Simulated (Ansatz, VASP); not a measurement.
SiC: VASP beside Ansatz

```
Si C
1.0
     0.00000    2.13452    2.13452
     2.13452    0.00000    2.13452
     2.13452    2.13452    0.00000
Si C
1 1
Direct
  0.00000 0.00000 0.00000
  0.25000 0.25000 0.25000
```

Change from the starting cell: volume scaled by 0.94, ions relaxed.

Alike in both runs: functional PBE; k mesh 17 × 17 × 17; occupations fermi-dirac, width 0.02 eV; no spin polarisation.

Ansatz relaxed the structure, and its values are those at the end. VASP's run is a single point on that final structure, the one shown.

```csv
,VASP,Ansatz
version,VASP 6.6.1,Ansatz 0.2.0
potentials or method,"VASP PAW PBE potentials, release 64 (Si, C)","plane-wave PAW, scalar-relativistic"
plane-wave cutoff (eV),520,420
valence electrons in the cell,8,8
```

|  | VASP | Ansatz | Ansatz less VASP |
| --- | --- | --- | --- |
| gap on the k mesh at the Fermi level (eV) | 1.34 | 1.34 | +0.002 |
| pressure (GPa) | 18.9 | 19.0 | +0.10 |

Ansatz warned: «stress_scf_threshold_loose».

Caveats: so large a pressure means that the cell lies far from this level's equilibrium, or that cutoff or potentials fall short (VASP); an odd mesh through Γ misses points on the zone boundary, where band edges often lie.
